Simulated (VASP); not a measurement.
# W (Im-3m) in VASP: elastic constants with PBE

Aim: the elastic constants of W with PBE.

Program: VASP 6.6.1. These are calculated values, not measurements. Logs are shortened: lines on timing, memory, paths and dates and some standing lists are left out, and cuts for length are marked.

**1. The crystal as given**

It takes space group Im-3m (No. 229, cubic). Conventional cell: a = 3.185 Å, b = 3.185 Å, c = 3.185 Å, α = 90.00°, β = 90.00°, γ = 90.00°. Around W (site symmetry m-3m) lie 8 W at 2.76 Å.

The cell was built by a generator and needn't be a form met in nature.

**2. Elastic constants, PBE**

The input, POSCAR:

```
W
1.0
   -1.5926612535      1.5926612535      1.5926612535
    1.5926612535     -1.5926612535      1.5926612535
    1.5926612535      1.5926612535     -1.5926612535
  W
     1
Direct
     0.0000000000000000    0.0000000000000000    0.0000000000000000
```

The input, INCAR.step1:

```
SYSTEM = W
PREC = Accurate
ENCUT = 600
EDIFF = 1E-8
ISMEAR = 1
SIGMA = 0.2
LREAL = .FALSE.
LASPH = .TRUE.
NELM = 60
ALGO = Fast
ISIF = 3
LWAVE = .FALSE.
LCHARG = .FALSE.
GGA = PE
KPAR = 4
IBRION = 2
NSW = 40
EDIFFG = -0.002
```

The input, INCAR.step2:

```
SYSTEM = W
PREC = Accurate
ENCUT = 600
EDIFF = 1E-8
ISMEAR = 1
SIGMA = 0.2
LREAL = .FALSE.
LASPH = .TRUE.
NELM = 60
ALGO = Fast
ISIF = 3
LWAVE = .FALSE.
LCHARG = .FALSE.
GGA = PE
KPAR = 4
IBRION = 6
NFREE = 2
POTIM = 0.015
NSW = 1
```

The input, KPOINTS:

```
Automatic mesh
0
G
  20 20 20
  0 0 0
```

Potentials or basis: VASP PAW PBE potentials, release 64 (W_sv).

Launch:

```sh
$ cat potpaw_PBE.64/W_sv/POTCAR > POTCAR
$ cp INCAR.step1 INCAR
$ mpirun -np 4 vasp_std > vasp.out
$ cp CONTCAR POSCAR
$ cp INCAR.step2 INCAR
$ mpirun -np 4 vasp_std > vasp.out
```

OUTCAR:

```text
SYSTEM = W
   PREC = Accurate
   ENCUT = 600
   EDIFF = 1E-8
   ISMEAR = 1
   LREAL = .FALSE.
   LASPH = .TRUE.
   NELM = 60
   ISIF = 3
   GGA = PE
   IBRION = 6
   NFREE = 2
   POTIM = 0.015
   NSW = 1

 ion  position               nearest neighbor table
   1  0.000  0.000  0.000-

  LATTYP: Found a body centered cubic cell.
 ALAT       =     3.1853225070

  Lattice vectors:

 A1 = (  -1.5926612535,   1.5926612535,   1.5926612535)
 A2 = (   1.5926612535,  -1.5926612535,   1.5926612535)
 A3 = (   1.5926612535,   1.5926612535,  -1.5926612535)

Analysis of symmetry for initial positions (statically):
=====================================================================
 Subroutine PRICEL returns:
 Original cell was already a primitive cell.

 Routine SETGRP: Setting up the symmetry group for a
 body centered cubic supercell.

 Subroutine GETGRP returns: Found 48 space group operations
 (whereof 48 operations were pure point group operations)
 out of a pool of 48 trial point group operations.

The static configuration has the point symmetry O_h .

Analysis of symmetry for dynamics (positions and initial velocities):
=====================================================================
 Subroutine PRICEL returns:
 Original cell was already a primitive cell.

 Routine SETGRP: Setting up the symmetry group for a
 body centered cubic supercell.

 Subroutine GETGRP returns: Found 48 space group operations
 (whereof 48 operations were pure point group operations)
 out of a pool of 48 trial point group operations.

The dynamic configuration has the point symmetry O_h .

 Subroutine INISYM returns: Found 48 space group operations
 (whereof 48 operations are pure point group operations),
 and found     1 'primitive' translations

----------------------------------------------------------------------------------------

                                     Primitive cell

  volume of cell :      16.1596

  direct lattice vectors                    reciprocal lattice vectors
    -1.592661253  1.592661253  1.592661253     0.000000000  0.313939954  0.313939954
     1.592661253 -1.592661253  1.592661253     0.313939954  0.000000000  0.313939954
     1.592661253  1.592661253 -1.592661253     0.313939954  0.313939954  0.000000000

  length of vectors
     2.758570210  2.758570210  2.758570210     0.443978140  0.443978140  0.443978140

  position of ions in fractional coordinates (direct lattice)
     0.000000000  0.000000000  0.000000000

  ion indices of the primitive-cell ions
   primitive index   ion index
                 1           1

----------------------------------------------------------------------------------------

 KPOINTS: Automatic mesh

Automatic generation of k-mesh.
 Grid dimensions read from file:
 generate k-points for:   20   20   20

 Generating k-lattice:

  Cartesian coordinates                     Fractional coordinates (reciprocal lattice)
     0.000000000  0.015696998  0.015696998     0.050000000  0.000000000  0.000000000
     0.015696998  0.000000000  0.015696998     0.000000000  0.050000000  0.000000000
     0.015696998  0.015696998  0.000000000     0.000000000  0.000000000  0.050000000

  Length of vectors
     0.022198907  0.022198907  0.022198907

  Shift w.r.t. Gamma in fractional coordinates (k-lattice)
     0.000000000  0.000000000  0.000000000

 Subroutine IBZKPT returns following result:
 ===========================================

 Found    256 irreducible k-points:

 Following reciprocal coordinates:
            Coordinates               Weight
  0.000000  0.000000  0.000000      1.000000
  0.050000  0.000000  0.000000     12.000000
  0.100000  0.000000  0.000000     12.000000
  0.150000  0.000000  0.000000     12.000000
  0.200000  0.000000  0.000000     12.000000
  0.250000  0.000000  0.000000     12.000000
[... 16 lines left out ...]
  0.200000  0.100000  0.000000     48.000000
  0.250000  0.100000  0.000000     48.000000
 [... further k-points ...]
   k-points           NKPTS =    256   k-points in BZ     NKDIM =    256   number of bands    NBANDS=     11
   number of dos      NEDOS =    301   number of ions     NIONS =      1
   total plane-waves  NPLWV =  13824
   dimension x,y,z NGX =    24 NGY =   24 NGZ =   24
   dimension x,y,z NGXF=    48 NGYF=   48 NGZF=   48
   ions per type =               1
   NGX,Y,Z   is equivalent  to a cutoff of  14.46, 14.46, 14.46 a.u.
   NGXF,Y,Z  is equivalent  to a cutoff of  28.93, 28.93, 28.93 a.u.
 SYSTEM =  W
[... 34 lines left out ...]
   GGA     = PE    functional components
   LHFCALC =     F    Hartree Fock is set to
   AEXX    =    0.0000 exact exchange contribution
   IVDW    =     0    specifies the selected vdW correction
   LEPSILON=     F    determine dielectric tensor
   LRPA    =     F    only Hartree local field effects (RPA)
 finite differences with symmetry
 non-spin polarized calculation
 RMM-DIIS sequential band-by-band and
 Methfessel and Paxton  Order N= 1 SIGMA  =   0.20
  energy-cutoff  :      600.00
  volume of cell :       16.16
 maximum number of plane-waves:       563
 NGX is ok and might be reduce to    24
   NGX = 11   NGY = 11   NGZ = 11

--------------------------------------- Ionic step        1  -------------------------------------------

 number of electron      14.0000002 magnetization

 Free energy of the ion-electron system (eV)
  ---------------------------------------------------
  ext. energy  EPLUGINS =         0.00000000
  ---------------------------------------------------
  free energy    TOTEN  =       -12.95845239 eV

  energy without entropy =      -12.95996953  energy(sigma->0) =      -12.95895810

------------------------ aborting loop because EDIFF is reached ----------------------------------------

  FORCE on cell =-STRESS in cart. coord.  units (eV):
  Direction    XX          YY          ZZ          XY          YZ          ZX
  --------------------------------------------------------------------------------------
  -------------------------------------------------------------------------------------
  Total        0.0010305      0.0010305      0.0010305     -0.0000000      0.0000000      0.0000000
  in kB        0.1021701      0.1021701      0.1021701     -0.0000000      0.0000000      0.0000000
  external PRESSURE =       0.1021701 kB  Pullay stress =       0.0000000 kB
[... 86 lines left out ...]
  FREE ENERGIE OF THE ION-ELECTRON SYSTEM (eV)
  ---------------------------------------------------
  free  energy   TOTEN  =       -12.9521434567 eV

  energy  without entropy=      -12.9535208201  energy(sigma->0) =      -12.95260258

[... ionic steps 4 to 12 ...]

--------------------------------------- Ionic step       13  -------------------------------------------

 number of electron      14.0000002 magnetization

------------------------ aborting loop because EDIFF is reached ----------------------------------------
[... 65 lines left out ...]
--------------------------------------- Ionic step       15  -------------------------------------------

 number of electron      14.0000001 magnetization

 Free energy of the ion-electron system (eV)
  ---------------------------------------------------
  ext. energy  EPLUGINS =         0.00000000
  ---------------------------------------------------
  free energy    TOTEN  =       -12.95845230 eV

  energy without entropy =      -12.95996943  energy(sigma->0) =      -12.95895801

 E-fermi :  11.2288     XC(G=0): -13.5327

 val. band max:       11.2286090849   @ k =   0.5000   0.5000   0.2000
 cond. band min:      11.2458915339   @ k =  -0.3000   0.3500   0.2000
 fundamental gap:      0.0172824490
 Fermi energy:        11.2287770681

 k-point     1 :       0.0000    0.0000    0.0000
  band No.  band energies     occupation
      1     -63.0473      2.00000
      2     -26.6363      2.00000
      3     -26.6363      2.00000
      4     -26.6363      2.00000
      5       1.6369      2.00000
      6       9.9670      2.00000
      7       9.9670      2.00000
      8       9.9670      2.00000
      9      13.3808     -0.00000
     10      13.3808     -0.00000
     11      25.6405      0.00000
[... 309 lines left out ...]
 k-point    24 :       0.2500    0.1000    0.0000
  band No.  band energies     occupation
      1     -62.9619      2.00000
      2     -27.4596      2.00000
      3     -26.9101      2.00000
      4     -26.6828      2.00000
      5       4.9138      2.00000
      6       8.3769      2.00000
      7       9.0698      2.00000
      8      12.6536     -0.00000
      9      13.9678     -0.00000
     10      14.2600     -0.00000
     11      25.0018      0.00000

 [... further k-points ...]

------------------------ aborting loop because EDIFF is reached ----------------------------------------

  FORCE on cell =-STRESS in cart. coord.  units (eV):
  Direction    XX          YY          ZZ          XY          YZ          ZX
  --------------------------------------------------------------------------------------
  -------------------------------------------------------------------------------------
  Total       -0.0003701     -0.0003701     -0.0003701      0.0000000     -0.0000000      0.0000000
  in kB       -0.0366906     -0.0366906     -0.0366906      0.0000000     -0.0000000      0.0000000
  external PRESSURE =      -0.0366906 kB  Pullay stress =       0.0000000 kB
[... 16 lines left out ...]
  FREE ENERGIE OF THE ION-ELECTRON SYSTEM (eV)
  ---------------------------------------------------
  free  energy   TOTEN  =       -12.9584523036 eV

  energy  without entropy=      -12.9599694259  energy(sigma->0) =      -12.95895801

 INTERNAL STRAIN TENSORS FROM STRAINED CELLS
 ============================================

 INTERNAL STRAIN TENSOR FOR ION    1 for displacements in x,y,z  (eV/Angst):
          X           Y           Z          XY          YZ          ZX
  --------------------------------------------------------------------------------
  x     0.00000     0.00000    -0.00000     0.00000     0.00000    -0.00000
  y    -0.00000     0.00000     0.00000    -0.00000    -0.00000     0.00000
  z    -0.00000    -0.00000     0.00000     0.00000    -0.00000     0.00000

 INTERNAL STRAIN TENSORS FROM DISPLACED ATOMS
 ============================================

 INTERNAL STRAIN TENSOR FOR ION    1 for displacements in x,y,z  (eV/Angst):
          X           Y           Z          XY          YZ          ZX
  --------------------------------------------------------------------------------
  x     0.00000     0.00000     0.00000     0.00000     0.00000     0.00000
  y     0.00000     0.00000     0.00000     0.00000     0.00000     0.00000
  z     0.00000     0.00000     0.00000     0.00000     0.00000     0.00000

 Eigenvectors and eigenvalues of the dynamical matrix
 ----------------------------------------------------

   1 f/i=    0.000000 THz     0.000000 2PiTHz    0.000000 cm-1     0.000000 meV
             X         Y         Z           dx          dy          dz
      0.000000  0.000000  0.000000     0.554700    0.832050    0.000000

   2 f/i=    0.000000 THz     0.000000 2PiTHz    0.000000 cm-1     0.000000 meV
             X         Y         Z           dx          dy          dz
      0.000000  0.000000  0.000000    -0.832050    0.554700    0.000000

   3 f/i=    0.000000 THz     0.000000 2PiTHz    0.000000 cm-1     0.000000 meV
             X         Y         Z           dx          dy          dz
      0.000000  0.000000  0.000000     0.000000    0.000000    1.000000

--------------------------------------------------------------------------------------------------------

 ELASTIC MODULI CONTR FROM IONIC RELAXATION (kBar)
 Direction    XX          YY          ZZ          XY          YZ          ZX
 --------------------------------------------------------------------------------
 XX           0.0000      0.0000      0.0000      0.0000      0.0000      0.0000
 YY           0.0000      0.0000      0.0000      0.0000      0.0000      0.0000
 ZZ           0.0000      0.0000      0.0000      0.0000      0.0000      0.0000
 XY           0.0000      0.0000      0.0000      0.0000      0.0000      0.0000
 YZ           0.0000      0.0000      0.0000      0.0000      0.0000      0.0000
 ZX           0.0000      0.0000      0.0000      0.0000      0.0000      0.0000
 --------------------------------------------------------------------------------

 TOTAL ELASTIC MODULI (kBar)
 Direction    XX          YY          ZZ          XY          YZ          ZX
 --------------------------------------------------------------------------------
 XX        5362.6356   1926.8143   1926.8143      0.0000      0.0000      0.0000
 YY        1926.8143   5362.6356   1926.8143      0.0000     -0.0000      0.0000
 ZZ        1926.8143   1926.8143   5362.6356      0.0000      0.0000      0.0000
 XY           0.0000      0.0000      0.0000   1525.6512      0.0000      0.0000
 YZ           0.0000     -0.0000      0.0000      0.0000   1525.6512      0.0000
 ZX           0.0000      0.0000      0.0000      0.0000      0.0000   1525.6512
 --------------------------------------------------------------------------------
```

Wall time 6.3 min (4 MPI ranks of Intel Xeon 6975P-C (Granite Rapids), shared host); peak memory 0.8 GiB.

What came out:

```yaml
Elastic_constants_C11_C12_C44: 536, 193, 153 GPa
Voigt_bulk_modulus: 307 GPa
```

Elastic tensor in Voigt notation (GPa, in the Cartesian axes of the cell as first typed):
```
536 193 193   0   0   0
193 536 193   0   0   0
193 193 536   0   0   0
  0   0   0 153   0   0
  0   0   0   0 153   0
  0   0   0   0   0 153
```

Clamped-ion elastic tensor (GPa):
```
536 193 193   0   0   0
193 536 193   0   0   0
193 193 536   0   0   0
  0   0   0 153   0   0
  0   0   0   0 153   0
  0   0   0   0   0 153
```
